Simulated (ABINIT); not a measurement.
Crystal: BN.

```
CELL_PARAMETERS angstrom
2.49824 0.00000 0.00000
-1.24912 2.16354 0.00000
0.00000 0.00000 6.63570
ATOMIC_POSITIONS crystal
N 0.66667 0.33333 0.25000
N 0.33333 0.66667 0.75000
B 0.66667 0.33333 0.75000
B 0.33333 0.66667 0.25000
```

Base run:

- Program: ABINIT 10.8.3 (patched build)
- Functional: PW91
- Potentials or basis: JTH PAW PBE v2.0
- Cutoff: 707 eV
- k mesh: 12 × 12 × 4
- Occupations: fermi-dirac, width 0.05 eV
- Spin: no spin polarisation

Its results: band gap on the k mesh 4.28 eV, indirect (least direct gap 4.66 eV); pressure 4.4 GPa.

Problem. After a change of settings the same cell gave: band gap on the k mesh 4.71 eV, indirect (least direct gap 5.02 eV); pressure 6.0 GPa. Which change was it?
A. functional from PW91 to PBE; potentials or basis from JTH PAW PBE v2.0 to SG15 NC PBE v1.2; cutoff from 707 eV to 1143 eV
B. functional from PW91 to PBE; k mesh from 12 × 12 × 4 to 7 × 7 × 2
C. functional from PW91 to HCTH407
D. functional from PW91 to BLYP

Solution. C.

Caveats: the PAW data sets were made with another functional, which shifts forces and pressure a little; this functional lacks dispersion, which binds the layers, so the pressure and a relaxed spacing across them are unreliable (some runs).

Not every run made on this cell is shown here.
